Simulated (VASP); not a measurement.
# NaH6 (Pm-3m) in VASP: notebook

One crystal, NaH6, is run at these levels: PBE; tasks: single point, relaxation of cell and atoms.

Program: VASP 6.6.1. These are calculated values, not measurements. Logs are shortened: lines on timing, memory, paths and dates and some standing lists are left out, and cuts for length are marked.

**1. The cell of the first run**

It takes space group Pm-3m (No. 221, cubic). Conventional cell: a = 3.645 Å, b = 3.645 Å, c = 3.645 Å, α = 90.00°, β = 90.00°, γ = 90.00°. Na (site symmetry m-3m) has 6 H at 1.82 Å as nearest neighbours. H (site symmetry 4/mmm) has 2 Na at 1.82 Å and 4 H at 1.82 Å as nearest neighbours. H (site symmetry 4/mmm) is surrounded by 4 H at 1.82 Å.

The cell was built by a generator and needn't be a form met in nature.

**2. Single point, PBE (random cell by space group and Wyckoff sites (Pm-3m, No. 221))**

INCAR reads:

```
PREC = Accurate
ENCUT = 520
EDIFF = 1E-6
ISMEAR = 0
SIGMA = 0.1
LREAL = F
LASPH = T
NELM = 60
ALGO = Fast
ISIF = 2
LWAVE = F
LCHARG = F
GGA = PE
NBANDS = 16
```

KPOINTS reads:

```
regular mesh
0
Gamma
  10 10 10
```

POSCAR reads:

```
NaH6
1.0
    3.6445607086      0.0000000000      0.0000000000
    0.0000000000      3.6445607086      0.0000000000
    0.0000000000      0.0000000000      3.6445607086
Na H
1 6
Direct
    0.5000000000      0.5000000000      0.5000000000
    0.0000000000      0.5000000000      0.5000000000
    0.5000000000      0.0000000000      0.5000000000
    0.5000000000      0.5000000000      0.0000000000
    0.5000000000      0.0000000000      0.0000000000
    0.0000000000      0.5000000000      0.0000000000
    0.0000000000      0.0000000000      0.5000000000
```

Potentials or basis: VASP PAW PBE potentials, release 64 (Na_pv, H).

Started as:

```sh
cat potpaw_PBE.64/Na_pv/POTCAR potpaw_PBE.64/H/POTCAR > POTCAR
mpirun -np 1 vasp_std > vasp.out
```

OUTCAR:

```text
PREC = Accurate
   ENCUT = 520
   EDIFF = 1E-6
   ISMEAR = 0
   LREAL = F
   LASPH = T
   NELM = 60
   ISIF = 2
   GGA = PE

 ion  position               nearest neighbor table
   1  0.500  0.500  0.500-   2 1.82   3 1.82   4 1.82   4 1.82   3 1.82   2 1.82
   2  0.000  0.500  0.500-   1 1.82   1 1.82
   3  0.500  0.000  0.500-   1 1.82   1 1.82
   4  0.500  0.500  0.000-   1 1.82   1 1.82
   5  0.500  0.000  0.000-
   6  0.000  0.500  0.000-
   7  0.000  0.000  0.500-

  LATTYP: Found a simple cubic cell.
 ALAT       =     3.6445607086

  Lattice vectors:

 A1 = (   3.6445607086,   0.0000000000,   0.0000000000)
 A2 = (   0.0000000000,   3.6445607086,   0.0000000000)
 A3 = (   0.0000000000,   0.0000000000,   3.6445607086)

Analysis of symmetry for initial positions (statically):
=====================================================================
 Subroutine PRICEL returns:
 Original cell was already a primitive cell.

 Routine SETGRP: Setting up the symmetry group for a
 simple cubic supercell.

 Subroutine GETGRP returns: Found 48 space group operations
 (whereof 48 operations were pure point group operations)
 out of a pool of 48 trial point group operations.

The static configuration has the point symmetry O_h .

Analysis of symmetry for dynamics (positions and initial velocities):
=====================================================================
 Subroutine PRICEL returns:
 Original cell was already a primitive cell.

 Routine SETGRP: Setting up the symmetry group for a
 simple cubic supercell.

 Subroutine GETGRP returns: Found 48 space group operations
 (whereof 48 operations were pure point group operations)
 out of a pool of 48 trial point group operations.

The dynamic configuration has the point symmetry O_h .

 Subroutine INISYM returns: Found 48 space group operations
 (whereof 48 operations are pure point group operations),
 and found     1 'primitive' translations

----------------------------------------------------------------------------------------

                                     Primitive cell

  volume of cell :      48.4101

  direct lattice vectors                    reciprocal lattice vectors
     3.644560709  0.000000000  0.000000000     0.274381491  0.000000000  0.000000000
     0.000000000  3.644560709  0.000000000     0.000000000  0.274381491  0.000000000
     0.000000000  0.000000000  3.644560709     0.000000000  0.000000000  0.274381491

  length of vectors
     3.644560709  3.644560709  3.644560709     0.274381491  0.274381491  0.274381491

  position of ions in fractional coordinates (direct lattice)
     0.500000000  0.500000000  0.500000000
     0.000000000  0.500000000  0.500000000
     0.500000000  0.000000000  0.500000000
     0.500000000  0.500000000  0.000000000
     0.500000000  0.000000000  0.000000000
     0.000000000  0.500000000  0.000000000
     0.000000000  0.000000000  0.500000000

  ion indices of the primitive-cell ions
   primitive index   ion index
                 1           1
                 2           2
                 3           3
                 4           4
                 5           5
                 6           6
                 7           7

----------------------------------------------------------------------------------------

 KPOINTS: regular mesh

Automatic generation of k-mesh.
 Grid dimensions read from file:
 generate k-points for:   10   10   10

 Generating k-lattice:

  Cartesian coordinates                     Fractional coordinates (reciprocal lattice)
     0.027438149  0.000000000  0.000000000     0.100000000  0.000000000  0.000000000
     0.000000000  0.027438149  0.000000000     0.000000000  0.100000000  0.000000000
     0.000000000  0.000000000  0.027438149     0.000000000  0.000000000  0.100000000

  Length of vectors
     0.027438149  0.027438149  0.027438149

  Shift w.r.t. Gamma in fractional coordinates (k-lattice)
     0.000000000  0.000000000  0.000000000

 Subroutine IBZKPT returns following result:
 ===========================================

 Found     56 irreducible k-points:

 Following reciprocal coordinates:
            Coordinates               Weight
  0.000000  0.000000  0.000000      1.000000
  0.100000  0.000000  0.000000      6.000000
  0.200000  0.000000  0.000000      6.000000
  0.300000  0.000000  0.000000      6.000000
  0.400000  0.000000  0.000000      6.000000
  0.500000  0.000000  0.000000      3.000000
[... 16 lines left out ...]
  0.200000  0.100000  0.100000     24.000000
  0.300000  0.100000  0.100000     24.000000
 [... further k-points ...]
   k-points           NKPTS =     56   k-points in BZ     NKDIM =     56   number of bands    NBANDS=     16
   number of dos      NEDOS =    301   number of ions     NIONS =      7
   total plane-waves  NPLWV =  21952
   dimension x,y,z NGX =    28 NGY =   28 NGZ =   28
   dimension x,y,z NGXF=    56 NGYF=   56 NGZF=   56
   ions per type =               1   6
   NGX,Y,Z   is equivalent  to a cutoff of  12.77, 12.77, 12.77 a.u.
   NGXF,Y,Z  is equivalent  to a cutoff of  25.54, 25.54, 25.54 a.u.
 SYSTEM =  unknown system
   PREC   = accura    normal or accurate (medium, high low for compatibility)
   ISTART =      0    job   : 0-new  1-cont  2-samecut
   ICHARG =      2    charge: 1-file 2-atom 10-const
   ISPIN  =      1    spin polarized calculation?
   LNONCOLLINEAR =      F non collinear calculations
   LSORBIT =      F    spin-orbit coupling
   LASPH  =      T    aspherical Exc in radial PAW
   ENCUT  =  520.0 eV  38.22 Ry    6.18 a.u.   6.78  6.78  6.78*2*pi/ulx,y,z
   NELM   =     60;   NELMIN=  2; NELMDL= -5     # of ELM steps
   EDIFF  = 0.1E-05   stopping-criterion for ELM
   LREAL  =      F    real-space projection
   EDIFFG = 0.1E-04   stopping-criterion for IOM
   NSW    =      0    number of steps for IOM
   IBRION =     -1    ionic relax: 0-MD 1-quasi-New 2-CG
   NFREE  =      0    steps in history (QN), initial steepest desc. (CG)
   ISIF   =      2    stress and relaxation
   ISYM   =      2    0-nonsym 1-usesym 2-fastsym
   POTIM  = 0.5000    time-step for ionic-motion
   TEBEG  =    0.0;   TEEND  =   0.0 temperature during run
   PSTRESS=    0.0 pullay stress
   NELECT =      13.0000    total number of electrons
   NUPDOWN=      -1.0000    fix difference up-down
   EMIN   =  10.00;   EMAX   =-10.00  energy-range for DOS
   EFERMI =   0.00;   METHOD = LEGACY
   ISMEAR =     0;   SIGMA  =   0.10  broadening in eV -4-tet -1-fermi 0-gaus
   EFERMI_NEDOS =   21; number of points for ismear=-14 and -15
   IALGO  =     68    algorithm
   IMIX   =      4    mixing-type and parameters
     AMIX     =   0.40;   BMIX     =  1.00
     AMIX_MAG =   1.60;   BMIX_MAG =  1.00
  volume/ion in A,a.u.               =       6.92        46.67
  Fermi-wavevector in a.u.,A,eV,Ry     =   1.056195  1.995919 15.177949  1.115548
  Thomas-Fermi vector in A             =   2.191422
   LORBIT       =      0    0 simple, 1 ext, 2 COOP (PROOUT), +10 PAW based schemes
   GGA     = PE    functional components
   LHFCALC =     F    Hartree Fock is set to
   AEXX    =    0.0000 exact exchange contribution
   IVDW    =     0    specifies the selected vdW correction
   LEPSILON=     F    determine dielectric tensor
   LRPA    =     F    only Hartree local field effects (RPA)
 non-spin polarized calculation
 RMM-DIIS sequential band-by-band and
 Gauss-broadening in eV      SIGMA  =   0.10
  energy-cutoff  :      520.00
  volume of cell :       48.41
 maximum number of plane-waves:      1332
 NGX is ok and might be reduce to    28
   NGX = 13   NGY = 13   NGZ = 13

 number of electron      13.0000021 magnetization

 Free energy of the ion-electron system (eV)
  ---------------------------------------------------
  ext. energy  EPLUGINS =         0.00000000
  ---------------------------------------------------
  free energy    TOTEN  =       -13.80793880 eV

  energy without entropy =      -13.80201181  energy(sigma->0) =      -13.80497531

 E-fermi :  -0.7135     XC(G=0):  -8.7712

 val. band max:       -0.7138444211   @ k =   0.5000   0.2000   0.0000
 cond. band min:      -0.2553902223   @ k =   0.5000   0.1000   0.1000
 fundamental gap:      0.4584541988
 Fermi energy:        -0.7134712873

 k-point     1 :       0.0000    0.0000    0.0000
  band No.  band energies     occupation
      1     -22.9272      2.00000
      2     -22.9272      2.00000
      3     -22.9272      2.00000
      4      -8.9139      2.00000
      5      -2.8393      2.00000
      6      -2.8393      2.00000
[... 8 lines left out ...]
     15      14.9806      0.00000
     16      16.8743      0.00000

 k-point     2 :       0.1000    0.0000    0.0000
  band No.  band energies     occupation
      1     -22.9341      2.00000
      2     -22.9269      2.00000
      3     -22.9269      2.00000
      4      -8.8079      2.00000
      5      -3.0548      2.00000
      6      -2.7420      2.00000
[... 8 lines left out ...]
     15      15.5198      0.00000
     16      16.0649      0.00000

 k-point     3 :       0.2000    0.0000    0.0000
  band No.  band energies     occupation
      1     -22.9522      2.00000
      2     -22.9261      2.00000
      3     -22.9261      2.00000
      4      -8.4935      2.00000
      5      -3.6622      2.00000
      6      -2.4529      2.00000
[... 8 lines left out ...]
     15      14.9532      0.00000
     16      16.9966      0.00000
[... 362 lines left out ...]
 k-point    23 :       0.2000    0.1000    0.1000
  band No.  band energies     occupation
      1     -22.9514      2.00000
      2     -22.9329      2.00000
      3     -22.9322      2.00000
      4      -8.2844      2.00000
      5      -3.5518      2.00000
      6      -2.7072      2.00000
[... 8 lines left out ...]
     15      13.7606      0.00000
     16      16.1679      0.00000

 k-point    24 :       0.3000    0.1000    0.1000
  band No.  band energies     occupation
      1     -22.9733      2.00000
      2     -22.9317      2.00000
      3     -22.9310      2.00000
      4      -7.7767      2.00000
      5      -4.3791      2.00000
      6      -2.2321      2.00000
[... 8 lines left out ...]
     15      13.3974      0.00000
     16      15.9930      0.00000

 [... further k-points ...]

------------------------ aborting loop because EDIFF is reached ----------------------------------------

  FORCE on cell =-STRESS in cart. coord.  units (eV):
  Direction    XX          YY          ZZ          XY          YZ          ZX
  --------------------------------------------------------------------------------------
  -------------------------------------------------------------------------------------
  Total       -0.0172292     -0.0172292     -0.0172292     -0.0000000      0.0000000      0.0000000
  in kB       -0.5702165     -0.5702165     -0.5702165     -0.0000000      0.0000000      0.0000000
  external PRESSURE =      -0.5702165 kB  Pullay stress =       0.0000000 kB

 VOLUME and BASIS-vectors are now :
 -----------------------------------------------------------------------------
  energy-cutoff  :      520.00
  volume of cell :       48.41
      direct lattice vectors                 reciprocal lattice vectors
     3.644560709  0.000000000  0.000000000     0.274381491  0.000000000  0.000000000
     0.000000000  3.644560709  0.000000000     0.000000000  0.274381491  0.000000000
     0.000000000  0.000000000  3.644560709     0.000000000  0.000000000  0.274381491

 POSITION                                       TOTAL-FORCE (eV/Angst)
 -----------------------------------------------------------------------------------
      1.82228      1.82228      1.82228         0.000000      0.000000      0.000000
      0.00000      1.82228      1.82228         0.000000      0.000000      0.000000
      1.82228      0.00000      1.82228         0.000000      0.000000      0.000000
      1.82228      1.82228      0.00000         0.000000      0.000000      0.000000
      1.82228      0.00000      0.00000         0.000000      0.000000      0.000000
      0.00000      1.82228      0.00000         0.000000      0.000000      0.000000
      0.00000      0.00000      1.82228         0.000000      0.000000      0.000000
 -----------------------------------------------------------------------------------
    total drift:                                0.000000      0.000000      0.000000

  FREE ENERGIE OF THE ION-ELECTRON SYSTEM (eV)
  ---------------------------------------------------
  free  energy   TOTEN  =       -13.8079387993 eV

  energy  without entropy=      -13.8020118146  energy(sigma->0) =      -13.80497531
```

It took 20 s on 1 thread of Intel Xeon Platinum 8488C (Sapphire Rapids), shared host; peak memory 0.16 GiB.

What came out:

```yaml
Free_energy: -13.8079 eV
Pressure: -0.1 GPa
Band_gap_on_the_k_mesh: none (metal or under the smearing width)
```

Levels at points of the mesh, in eV from the Fermi level:
| k point | band 2 | band 3 | band 4 | band 5 | band 6 | band 7 | band 8 | band 9 | band 10 | band 11 |
| --- | --- | --- | --- | --- | --- | --- | --- | --- | --- | --- |
| (0.00, 0.00, 0.00) | -22.21 | -22.21 | -8.20 | -2.13 | -2.13 | 4.43 | 4.56 | 4.56 | 7.00 | 7.00 |
| (0.50, 0.00, 0.00) | -22.21 | -22.21 | -5.85 | -5.62 | -0.17 | 0.79 | 3.79 | 4.25 | 9.24 | 9.24 |
| (0.50, 0.50, 0.00) | -22.28 | -22.21 | -4.05 | -4.05 | -2.49 | -2.19 | 3.14 | 3.14 | 10.08 | 10.99 |
| (0.50, 0.50, 0.50) | -22.27 | -22.27 | -1.70 | -1.70 | -1.70 | -1.60 | -1.60 | -1.60 | 6.06 | 7.66 |

**3. Relaxation of cell and atoms, PBE (random cell by space group and Wyckoff sites (Pm-3m, No. 221))**

INCAR reads:

```
SYSTEM = NaH6
PREC = Accurate
ENCUT = 600
EDIFF = 1E-6
ISMEAR = 0
SIGMA = 0.1
LREAL = .False.
LASPH = .True.
NELM = 80
ALGO = Normal
ISIF = 3
LWAVE = .False.
LCHARG = .False.
GGA = PE
IBRION = 2
NSW = 100
EDIFFG = -0.01
```

KPOINTS reads:

```
regular mesh
0
Gamma
  10 10 10
  0 0 0
```

Edit POSCAR of step 2 so:

```diff
@@ -2,5 +2,5 @@
 1.0
-    3.6445607086      0.0000000000      0.0000000000
-    0.0000000000      3.6445607086      0.0000000000
-    0.0000000000      0.0000000000      3.6445607086
+    3.6469030869      0.0000000000      0.0000000000
+    0.0000000000      3.6469030869      0.0000000000
+    0.0000000000      0.0000000000      3.6469030869
 Na H
```

Potentials or basis: VASP PAW PBE potentials, release 64 (Na_pv, H).

Started as:

```sh
cat potpaw_PBE.64/Na_pv/POTCAR potpaw_PBE.64/H/POTCAR > POTCAR
mpirun -np 1 vasp_std > vasp.out
```

Run time: 16 s. Hardware: 1 thread of Intel Xeon Platinum 8488C (Sapphire Rapids), shared host; peak memory 0.17 GiB.

Results (log left out):

```yaml
Free_energy: -13.8089 eV
Pressure_after_relaxing: 0.0 GPa
Band_gap_on_the_k_mesh: none (metal or under the smearing width)
```

Final structure:
```yaml
crystal:
  lattice:
    - [3.64690, 0.00000, 0.00000]
    - [0.00000, 3.64690, 0.00000]
    - [0.00000, 0.00000, 3.64690]
  atoms:
    - { symbol: Na, position: [0.50000, 0.50000, 0.50000] }
    - { symbol: H, position: [0.00000, 0.50000, 0.50000] }
    - { symbol: H, position: [0.50000, 0.00000, 0.50000] }
    - { symbol: H, position: [0.50000, 0.50000, 0.00000] }
    - { symbol: H, position: [0.50000, 0.00000, 0.00000] }
    - { symbol: H, position: [0.00000, 0.50000, 0.00000] }
    - { symbol: H, position: [0.00000, 0.00000, 0.50000] }
```

Levels at points of the mesh, in eV from the Fermi level:
```tsv
k point	band 3	band 4	band 5	band 6	band 7	band 8	band 9	band 10
(0.00, 0.00, 0.00)	-22.21	-8.19	-2.12	-2.12	4.42	4.55	4.55	7.00
(0.50, 0.00, 0.00)	-22.21	-5.84	-5.61	-0.17	0.79	3.79	4.24	9.23
(0.50, 0.50, 0.00)	-22.21	-4.05	-4.05	-2.49	-2.19	3.13	3.13	10.07
(0.50, 0.50, 0.50)	-22.27	-1.70	-1.70	-1.70	-1.59	-1.59	-1.59	6.06
```

Caveat: the relaxation stopped at its first step, so nothing moved.
